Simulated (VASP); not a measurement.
Here is a VASP 6.6.1 calculation.

The input INCAR:

```
SYSTEM = Se
ALGO = Normal
EDIFF = 1E-6
ENCUT = 520
GGA = RP
ISIF = 2
ISMEAR = -1
LASPH = .TRUE.
LCHARG = .FALSE.
LREAL = .FALSE.
LWAVE = .FALSE.
NBANDS = 13
NELM = 60
PREC = Accurate
SIGMA = 0.1
```

The input KPOINTS:

```
k-points
0
G
  11 11 9
  0 0 0
```

File POSCAR:

```
Se
1.0
    3.8594543601      0.0000000000      0.0000000000
   -1.9297271801      3.3423855206      0.0000000000
    0.0000000000      0.0000000000      4.0080655931
Se
2
Direct
    0.3333333333      0.6666666667      0.2500000000
    0.6666666667      0.3333333333      0.7500000000
```

Potentials or basis: VASP PAW PBE potentials, release 64 (Se).

Run with:

```sh
$ cat potpaw_PBE.64/Se/POTCAR > POTCAR
$ mpirun -np 1 vasp_std > vasp.out
```

Q: Predict the band gap on the k mesh.

A: None (metal or under the smearing width).

Q: Predict the pressure.

A: -5.2 GPa.

Stress tensor (GPa, compression positive):
```
-4.06  0.00  0.00
 0.00 -4.06  0.00
 0.00  0.00 -7.54
```

Caveat: the PAW data sets were made with another functional, which shifts forces and pressure a little.
